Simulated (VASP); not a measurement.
Te2Mo: relaxation of the atoms with LDA

The system is Te2Mo.

```xyz
6
Lattice="3.5182 0.0000 0.0000 -1.7591 3.0469 0.0000 0.0000 0.0000 13.5125" Properties=species:S:1:pos:R:3 pbc="T T T"
Te    0.0000    2.0312    8.3318
Te    1.7591    1.0156    1.5755
Te    0.0000    2.0312   11.9369
Te    1.7591    1.0156    5.1807
Mo    0.0000    2.0312    3.3781
Mo    1.7591    1.0156   10.1344
```

- Program: VASP 6.6.1
- Task: relaxation of the atoms
- Functional: LDA
- Potentials or basis: VASP PAW LDA potentials, release 64 (Te, Mo_sv)
- Cutoff: 520 eV
- k mesh: 10 × 10 × 3
- Occupations: gaussian, width 0.05 eV
- Spin: no spin polarisation
- Further INCAR settings: ALGO = Normal; EDIFF = 1e-07; IBRION = 2; EDIFFG = -0.02; NSW = 40

* Energy gained by relaxing: 2.5 meV/atom
* Ionic steps: 3
* Pressure after relaxing: -1.0 GPa
* Band gap on the k mesh: 0.48 eV, indirect (least direct gap 1.11 eV)

Stress tensor (GPa, compression positive):
```
-1.83  0.00  0.00
 0.00 -1.83  0.00
 0.00  0.00  0.70
```

Step by step:
| step | energy change (eV) | largest force (eV/Å) | pressure (GPa) |
| --- | --- | --- | --- |
| 1 | 0.0000 | 0.3302 | -2.32 |
| 2 | -0.0137 | 0.0980 | -1.38 |
| 3 | -0.0150 | 0.0008 | -0.99 |

Final structure:
```
Te Mo
1.0
     3.51820    0.00000    0.00000
    -1.75910    3.04685    0.00000
     0.00000    0.00000   13.51247
Te Mo
4 2
Direct
  0.33333 0.66667 0.61826
  0.66667 0.33333 0.11826
  0.33333 0.66667 0.88174
  0.66667 0.33333 0.38174
  0.33333 0.66667 0.25000
  0.66667 0.33333 0.75000
```

Levels at points of the mesh, in eV from the valence-band top:
| k point | band 22 | band 23 | band 24 | band 25 | band 26 | band 27 | band 28 | band 29 | band 30 | band 31 |
| --- | --- | --- | --- | --- | --- | --- | --- | --- | --- | --- |
| (0.00, 0.00, 0.00) | -1.29 | -1.29 | -1.24 | -0.09 | -0.01 | 2.65 | 2.65 | 2.83 | 2.83 | 2.88 |
| (0.50, 0.00, 0.00) | -1.91 | -1.26 | -1.15 | -0.93 | -0.53 | 1.01 | 1.09 | 1.23 | 1.58 | 2.41 |

Run time: 100 s on 2 MPI ranks on Intel(R) Xeon(R) 6975P-C (Granite Rapids), with other jobs on the host, peak memory 0.27 GiB a rank.

The gap isn't set beside the measured one, since this odd mesh misses points on the zone boundary.

Caveat: spin-orbit coupling is left out, which moves the levels of the heavy elements; an odd mesh through Γ misses points on the zone boundary, where band edges often lie.
